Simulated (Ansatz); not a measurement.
# Al₂Pt: pressure against volume

Al₂Pt, Fm-3m, a = 5.946 Å. The structure is a COD entry; whether it is the stable form wasn't checked. Ansatz: PBE, PAW, 420 eV, Γ-centred 12×12×12 mesh on 3 atoms, Gaussian smearing 0.10 eV; no spin polarisation. Symmetry fixes shape and atoms, so the cell is only scaled; pressure is positive in compression.

| V (Å³/atom) | P (GPa) |
| --- | --- |
| 15.419 | 21.92 |
| 15.945 | 15.02 |
| 16.471 | 9.17 |
| 16.996 | 4.20 |
| 17.522 | -0.02 |
| 18.048 | -3.60 |
| 18.573 | -6.63 |
| 19.274 | ? |

Take V0 = 17.522 Å³/atom, count pressures from its P0 = -0.02 GPa, fit the third-order Birch–Murnaghan form to the other rows, and predict the missing pressure.

With the Eulerian strain f = ½[(V0/V)^(2/3) − 1] and y = (P − P0)/[3f(1 + 2f)^(5/2)], the form is the line y = B0 + 1.5 B0 (B0′ − 4) f. Rows (f, y): 0.04449, 132.8; 0.03245, 132.0; 0.02105, 131.3; 0.01026, 130.3; -0.00976, 128.4; -0.01905, 127.5. Means f = 0.01324, y = 130.38; Σ(Δf)² = 0.002987, ΣΔfΔy = 0.2527; the slope is their ratio. y = 129.3 + 84.60 f GPa, so B0 = 129.3 GPa and B0′ = 4 + 2 × (84.60)/(3 × 129.3) = 4.44. At V = 19.274, f = -0.03078, y = 126.70 and P = -10.00 GPa. The run gave -9.95 GPa, so the fit is 0.05 GPa too low, a small miss on the scale of the series. The form still works here, 22 % of the fitted range beyond its end.

Spin–orbit coupling is left out, which can shift energies with elements as heavy as these.